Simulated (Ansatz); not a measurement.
This Cd₂HgTe₃ structure is the end of a relaxation. The cell was found from a structure generator's guess, not taken from experiment.

Computed with Ansatz 0.2.0, DFT PBE, scalar-relativistic, plane waves, PAW. Cutoff 420 eV, Γ-centred mesh, Gaussian smearing, no spin polarisation.

```xyz
6
Lattice="-2.3462 2.3462 9.9334 2.3462 -2.3462 9.9334 2.3462 2.3462 -9.9334" Properties=species:S:1:pos:R:3 pbc="T T T"
Cd    0.0000    0.0000   13.2483
Cd    0.0000    0.0000    6.6185
Hg    0.0000    0.0000    0.0000
Te    0.0000    2.3462    1.6678
Te    2.3462    0.0000    4.9667
Te    0.0000    2.3462    8.2656
```

Energies over the elements count from the elements' standard structures at the same level, with no fitted energy shifts. The references include crystalline Hg.

**Question.** What space group does it have?

**Answer.** I-4m2 (No. 119), with Cd and Hg ordered on zinc blende sites. Conventional cell: a = 4.692 Å, c = 19.867 Å. Cd has 4 Te at 2.87 Å; around Hg lie 4 Te at 2.88 Å; Te on a site of symmetry 2mm is surrounded by 2 Cd at 2.87 Å and 2 Hg at 2.88 Å; Te on a site of symmetry -4m2 has 4 Cd at 2.87 Å.

**Question.** What is its formation energy per atom?

**Answer.** −0.36 eV/atom. Whether it is stable depends on the other phases of the system, which aren't compared here.

**Question.** Is it a metal?

**Answer.** It can't be told: by band count a gap of 0.06 eV opens on the 12×12×12 mesh, less than the smearing, so the run treats the cell as a metal.

The last run used a 12×12×12 mesh for its 6-atom cell and Gaussian smearing of 0.10 eV. These runs have no spin–orbit coupling, which can matter for Hg and Te. The reference form of Te is held partly by dispersion forces, which this level lacks. A structure relaxed within its symmetry needn't be a true minimum.
